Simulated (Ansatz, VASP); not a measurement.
Cu in VASP and in Ansatz

Contents of INCAR:

```
  PREC = Accurate
  ENCUT = 600
  EDIFF = 1E-6
  ISMEAR = -1
  SIGMA = 0.15
  LREAL = F
  LASPH = T
  NELM = 100
  ALGO = Normal
  ISIF = 3
  LWAVE = F
  LCHARG = F
  GGA = PS
  IBRION = 2
  NSW = 80
  EDIFFG = -0.001
```

The input KPOINTS:

```
regular mesh
0
Gamma
  20 20 20
```

POSCAR

```
Cu
1.0
    0.0000000000      1.7816860414      1.7816860414
    1.7816860414      0.0000000000      1.7816860414
    1.7816860414      1.7816860414      0.0000000000
Cu
1
Direct
    0.0000000000      0.0000000000      0.0000000000
```

Input for Ansatz:

```yaml
crystal:
  lattice:
    - [0.0, 1.7816860418, 1.7816860418]
    - [1.7816860418, 0.0, 1.7816860418]
    - [1.7816860418, 1.7816860418, 0.0]
  atoms:
    - { symbol: Cu, position: [0.0, 0.0, 0.0] }
basis:
  ecutwfc: 420
kpoints:
  mp_grid: { grid: [20, 20, 20] }
hamiltonian:
  xc: pbesol
scf:
  occupations: { method: fermi_dirac, width: 0.15 }
output:
  forces: true
  stress: true
  eigenvalues: true
  write_density: true
  write_potential: true
  elf: true
  volumetric_format: npy
relax:
  adjacent_minimum: "off"
  f_tol: 0.001
  max_steps: 60
  cell: { stress_tol: 0.01 }
```

Alike in both runs: task relaxation of cell and atoms; functional PBEsol; k mesh 20 × 20 × 20; occupations fermi-dirac, width 0.15 eV; no spin polarisation.

```csv
,VASP,Ansatz
version,VASP 6.6.1,Ansatz 0.2.0
potentials or method,"VASP PAW PBE potentials, release 64 (Cu)","scalar-relativistic, plane waves, PAW"
plane-wave cutoff (eV),600,420
valence electrons in the cell,11,19
```

```csv
,VASP,Ansatz,Ansatz less VASP
"gap on the k mesh at the Fermi level, each at its own relaxed structure (eV)",none,none,-
relaxed volume (Å³/atom),11.37,11.32,-0.052
relaxed cell length with the largest relative difference (Å),2.524,2.520,-0.0038
```

A gap of «none» marks a metal or a gap that the smearing closes. The two sets of potentials don't hold the same shells in valence.

Caveats: the PAW data sets were made with another functional, which shifts forces and pressure a little (VASP). Zero-point motion and thermal expansion aren't in these numbers.
